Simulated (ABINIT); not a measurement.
Crystal: InAs.

```
CELL_PARAMETERS angstrom
0.00000 2.87730 2.87730
2.87730 0.00000 2.87730
2.87730 2.87730 0.00000
ATOMIC_POSITIONS crystal
In 0.50000 0.50000 0.50000
As 0.00000 0.00000 0.00000
```

Measurements of this composition are mostly on another form, of space group No. 216.

Base run:

* Program: ABINIT 10.8.3 (patched build)
* Functional: SCAN
* Potentials or basis: JTH PAW PBE v2.0
* Cutoff: 707 eV
* k mesh: 8 × 8 × 8
* Occupations: fermi-dirac, width 0.05 eV
* Spin: no spin polarisation

Its results: band gap on the k mesh none (metal or under the smearing width); pressure -2.7 GPa.

**Question.** The run is repeated on the same cell with these changes: functional from SCAN to PBEsol. What comes out?

**Answer.** Band gap on the k mesh none (metal or under the smearing width); pressure -3.6 GPa.

Caveats: the PAW data sets were made with another functional, which shifts forces and pressure a little; spin-orbit coupling is left out, which moves the levels of the heavy elements.
